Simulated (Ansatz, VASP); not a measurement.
**Two plane-wave programs on TiO2 (Anatase)**

File INCAR:

```
SYSTEM = TiO2
  PREC = Accurate
  ENCUT = 600
  EDIFF = 1E-7
  ISMEAR = 0
  SIGMA = 0.02
  LREAL = .FALSE.
  LASPH = .TRUE.
  NELM = 100
  ALGO = Normal
  ISIF = 4
  LWAVE = .FALSE.
  LCHARG = .FALSE.
  GGA = PE
  IBRION = 2
  NSW = 50
  EDIFFG = -0.01
```

The input KPOINTS:

```
Automatic mesh
0
G
  10 10 10
  0 0 0
```

The input POSCAR:

```
TiO2
1.0
   -1.9285498424      1.9285498424      4.9863212523
    1.9285498424     -1.9285498424      4.9863212523
    1.9285498424      1.9285498424     -4.9863212523
Ti O
2 4
Direct
    0.0000000000      0.0000000000      0.0000000000
    0.7500000000      0.2500000000      0.5000000000
    0.2044250420      0.2044250420      0.0000000000
    0.9544250420      0.4544250420      0.5000000000
    0.5455749580      0.0455749580      0.5000000000
    0.7955749580      0.7955749580      0.0000000000
```

Input for Ansatz:

```yaml
crystal:
  lattice:
    - [-1.9285498424, 1.9285498424, 4.9863212523]
    - [1.9285498424, -1.9285498424, 4.9863212523]
    - [1.9285498424, 1.9285498424, -4.9863212523]
  atoms:
    - { symbol: Ti, position: [0.0, 0.0, 0.0] }
    - { symbol: Ti, position: [0.75, 0.25, 0.5] }
    - { symbol: O, position: [0.204425042, 0.204425042, 0.0] }
    - { symbol: O, position: [0.954425042, 0.454425042, 0.5] }
    - { symbol: O, position: [0.545574958, 0.045574958, 0.5] }
    - { symbol: O, position: [0.795574958, 0.795574958, 0.0] }
basis:
  ecutwfc: 420
kpoints:
  mp_grid: { grid: [10, 10, 10] }
hamiltonian:
  xc: pbe
scf:
  occupations: { method: gaussian, width: 0.02 }
output:
  forces: true
  stress: true
  eigenvalues: true
relax:
  adjacent_minimum: "off"
  f_tol: 0.01
  max_steps: 30
  cell: { stress_tol: 0.1, fix: [volume] }
```

Alike in both runs: task relaxation of shape and atoms at fixed volume; functional PBE; k mesh 10 × 10 × 10; occupations gaussian, width 0.02 eV; no spin polarisation.

|  | VASP | Ansatz |
| --- | --- | --- |
| version | VASP 6.6.1 | Ansatz 0.2.0 |
| potentials or method | VASP PAW PBE potentials, release 64 (Ti_sv, O) | scalar-relativistic, plane waves, PAW |
| plane-wave cutoff (eV) | 600 | 420 |
| valence electrons in the cell | 48 | 48 |

|  | VASP | Ansatz | Ansatz less VASP |
| --- | --- | --- | --- |
| gap on the k mesh at the Fermi level, each at its own relaxed structure (eV) | 2.11 | 2.12 | +0.016 |
| relaxed volume (Å³/atom) | 12.36 | 12.36 | 0.000 |
| relaxed cell length with the largest relative difference (Å) | 5.710 | 5.704 | -0.0062 |

A k mesh can miss the band edges. PBE gaps usually lie below the measured ones, often by a third to a half.
